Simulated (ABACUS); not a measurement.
VO2:

```
V O
1.0
     4.50720    0.00000    0.00000
     0.00000    4.50720    0.00000
     0.00000    0.00000    3.04445
V O
2 4
Direct
  0.50000 0.50000 0.50000
  0.00000 0.00000 0.00000
  0.20036 0.79964 0.50000
  0.79964 0.20036 0.50000
  0.70036 0.70036 0.00000
  0.29964 0.29964 0.00000
```

The cell is a database's computed one.

Base run:

- Program: ABACUS 3.10.1
- Functional: LDA
- Potentials or basis: SG15 ONCV 1.2 PBE
- Cutoff: 1361 eV
- Density cutoff: 5442 eV
- Basis: DZP LCAO (the cutoffs set its grid)
- k mesh: 6 × 6 × 9
- Occupations: fermi-dirac, width 0.05 eV
- Spin: collinear spin, ferromagnetic start
- Starting moments: [2.0, 2.0, 0.0, 0.0, 0.0, 0.0] μB

Its results: band gap on the k mesh none (metal or under the smearing width); pressure -19.1 GPa; net moment 2.00 μB per cell; site moments V +1.14, +1.15; O -0.07, -0.08 μB; largest force 0.358 eV/Å.

Question: After a change of settings the same cell gave: band gap on the k mesh none (metal or under the smearing width); pressure -7.5 GPa; net moment 2.00 μB per cell; site moments V +1.24, +1.26; O -0.12, -0.13 μB; largest force 0.291 eV/Å. Which change was it?
A. functional from LDA to revPBE
B. functional from LDA to PW91
C. functional from LDA to PBEsol

Answer: B.

PW91 binds less tightly than LDA, so the same cell stands under more pressure.

Caveats: the atomic orbitals were generated for these runs and aren't a published set; the potentials were made for another functional, which shifts forces and pressure; the basis of atomic orbitals isn't converged, which shifts pressures, moduli and gaps; semilocal functionals often make such compounds metallic where correlation or magnetic order opens a gap, which also shifts bond lengths.
